An engineer who models the heat capacity and thermal expansion of an alloy phase must decide how many displaced-atom calculations to pay for, and which of their results to keep. For the vibration in which aluminium swings against titanium in cubic TiAl, one small displacement is enough to fix the spring constant. Thermal expansion needs something more, and that appears in the pressure, a result that is easily thrown away.

CsCl-type TiAl (2 atoms a cell, a = 3.156 Å), with the Al sublattice moved along (-1, 0, 0) and all else fixed. Ansatz 0.2.0, plane-wave PAW density functional theory, PBEsol, scalar-relativistic, no spin polarisation; cutoff 420 eV, 20×20×20 k mesh, Gaussian smearing of 0.15 eV. Energies are free energies relative to the undisturbed cell; pressure is positive in compression.

| displacement (Å) | energy change (eV a cell) | force along direction (eV/Å summed over the moved atoms) | pressure (GPa) |
| --- | --- | --- | --- |
| -0.1 | 0.033 | 0.660 | 0.43 |
| -0.05 | 0.008 | 0.330 | 0.12 |
| 0 | 0.000 | 0.000 | 0.02 |
| 0.0125 | 0.001 | -0.083 | 0.02 |
| 0.025 | 0.002 | -0.165 | 0.04 |
| 0.0375 | 0.005 | -0.248 | 0.08 |
| 0.0625 | 0.013 | -0.413 | 0.18 |
| 0.075 | 0.019 | -0.495 | 0.25 |
| 0.0875 | 0.025 | -0.578 | 0.34 |

The whole aluminium sublattice is shifted rigidly while the titanium atoms and the cell stay put. The force always has the opposite sign to the displacement, so it pulls the aluminium back towards the cube centre. From −0.05 to −0.1 Å the force doubles, from 0.330 to 0.660 eV/Å, while the energy change grows fourfold. That is how an ideal spring behaves.

The pressure behaves differently. It rises for either sign of the displacement, and its rise above the undisturbed value also grows fourfold when the displacement doubles. An ideal spring whose strength did not depend on the size of the cell would give no such rise. The puzzle is how the same crystal can look perfectly springlike in its force and yet push outwards on its cell.

The answer begins with the neighbours. Each aluminium atom sits among eight titanium atoms at 2.73 Å. A shift of 0.1 Å along a cube edge shortens four of these contacts to 2.68 Å and lengthens the other four to 2.79 Å. The distances within each sublattice do not change, so the restoring force reflects how titanium and aluminium hold each other.

A contact between atoms normally stiffens when it is shortened, because the electron shells begin to overlap strongly, and softens when it is stretched. If the restoring force is pictured as coming from the eight contacts, each should change its stiffness by something like twenty per cent at the largest shift. This is a rough estimate: it borrows the stiffening under compression that is worked out from the pressure further down, and the energy of a metal is not truly a sum of bonds. Yet the stiffness of the whole, taken from the energies, varies by less than 0.1 per cent over all displaced rows.

Symmetry explains most of this calm. Shifting the aluminium forwards or backwards gives equivalent crystals, so the energy can contain only even powers of the displacement. What four contacts gain in stiffness, the opposite four lose, and the leading departure from a spring cancels exactly. A fourth-power term is still allowed; that it is so small in this range is a result of the calculation, which symmetry alone does not promise.

Compressing the cell removes the cancellation. A displacement shortens four contacts and lengthens four, but compression shortens all eight, and all of them stiffen together. The shifted crystal can therefore lower its energy by expanding, which softens the spring that has been loaded. This tendency to expand is the extra pressure, and it grows as the square of the displacement because the stored energy does.

The argument can be put into two lines. Let $x$ be the displacement, $k$ the spring constant, $E$ the energy change and $V$ the cell volume. When the cell is strained, the atoms are carried along with it, so $x$ grows as $V^{1/3}$. The rise in pressure, $\Delta P=-\mathrm{d}E/\mathrm{d}V$, is then

$$E=\tfrac12 kx^2,\qquad \Delta P=\frac{E}{V}\left(2\gamma-\tfrac23\right).$$

Here $2\gamma$ is the percentage by which $k$ rises when the volume shrinks by one per cent, and $\gamma$ is known as the Grüneisen parameter of the vibration. The term $-\tfrac23$ is there because an expanding cell also stretches the offset between the sublattices, which costs energy and holds the cell back.

The row at −0.1 Å serves as a worked case. The stored energy of 0.033 eV, divided by a cell volume of 2 × 15.72 Å³, is 0.00105 eV/Å³, or 0.168 GPa. With a spring constant independent of volume, the pressure would fall by two thirds of this, about 0.11 GPa. The calculation gives a rise of 0.418 GPa instead, so $2\gamma=0.418/0.168+0.667$, or about 3.15.

This row supplies the value of $\gamma$, so its pressure is no independent test of the formula. If one value of $\gamma$ is to serve all the rows, the pressure rise must follow the square of the displacement throughout, and it does. Symmetry already makes the rise start as a square, so this checks only that higher powers stay small. The output below the text gives two one-parameter fits to all nine rows, a straight line for the force and a square law for the pressure rise. That $\gamma$ measures the stiffening under compression follows from the derivation; no cell of another volume was calculated to confirm it.

The only apparent irregularities are in the smallest displacements. The printed pressure is the same at 0 and 0.0125 Å, and the first energies climb in uneven steps. Both come from rounding in the table; the unrounded values of the same runs follow the square laws smoothly.

The single pressure column hides a strong directional effect. At −0.1 Å the stress rises by only 0.09 GPa along the movement but by 0.58 GPa across it. Widening the cell sideways leaves the offset as it is, whereas lengthening it along the movement stretches the offset and costs energy. In the model this accounts for about two thirds of the difference; the remaining third arises because the spring constant softens more when the cell is widened across the movement than when it is lengthened along it by the same strain.

For the engineer, the force gives a spring constant of 6.60 eV/Å² and, with the masses of the two atoms, a vibration frequency near 9.7 THz. The pressure adds that compressing this crystal by one per cent in volume should stiffen the spring by about three per cent and raise the frequency by half as much. Exciting this vibration therefore pushes the crystal to expand. A full thermal expansion needs the other vibrations and the elastic constants as well.

A firm restoring force in this one motion is also no proof that the phase will last. Equiatomic TiAl normally adopts a tetragonal structure, and the cubic cell studied here was never allowed to distort towards it. The same symmetry reasoning still helps with a neighbouring case: ask first whether reversing the shift gives an equivalent crystal. If it does, the force can look perfectly springlike while the pressure reveals how the bonds stiffen.

The analysis program printed:

```
fit of force_along_direction on 9 rows: coefficient of displacement -6.603 +/- 0.0016; rms 0.000276, worst 0.0125 0.000461, leave-one-out rms 0.000318
fit of dp on 9 rows: coefficient of x2 41.84 +/- 0.0071; rms 9.81e-05, worst -0.1 0.000175, leave-one-out rms 0.000138
stiffness k from the forces, eV/Å²: 6.603
spread of the stiffness 2E/x² over all displaced rows, per cent: 0.07572
largest miss of k x²/2 against the energies, meV: 0.005676
energy ratio, 0.1 Å to 0.05 Å: 3.998
pressure rise ratio, 0.1 Å to 0.05 Å: 3.994
pressure rise at 0.1 Å, GPa: 0.4183
pressure change at 0.1 Å if k did not depend on volume, GPa: -0.1122
per cent rise of k per per cent of volume lost (2 gamma): 3.152
Grüneisen parameter gamma of this mode: 1.576
stress rise at 0.1 Å along the movement, GPa: 0.08971
stress rise at 0.1 Å across the movement, GPa: 0.5825
part of the along stress from stretching the offset, GPa: -0.3365
share of the across-along difference due to that part, per cent: 68.29
Ti-Al bond lengths at 0.1 Å, Å (same in each row):
     row  short   long  undisturbed
    -0.1  2.677  2.792        2.733
   -0.05  2.677  2.792        2.733
     0.0  2.677  2.792        2.733
  0.0125  2.677  2.792        2.733
   0.025  2.677  2.792        2.733
  0.0375  2.677  2.792        2.733
  0.0625  2.677  2.792        2.733
   0.075  2.677  2.792        2.733
  0.0875  2.677  2.792        2.733
growth of the mean Ti-Al bond length at 0.1 Å, Å: 0.00122
rough stiffness change of one bond at 0.1 Å, per cent (order of magnitude): 19.97
zone-centre optical frequency, THz: 9.664
```
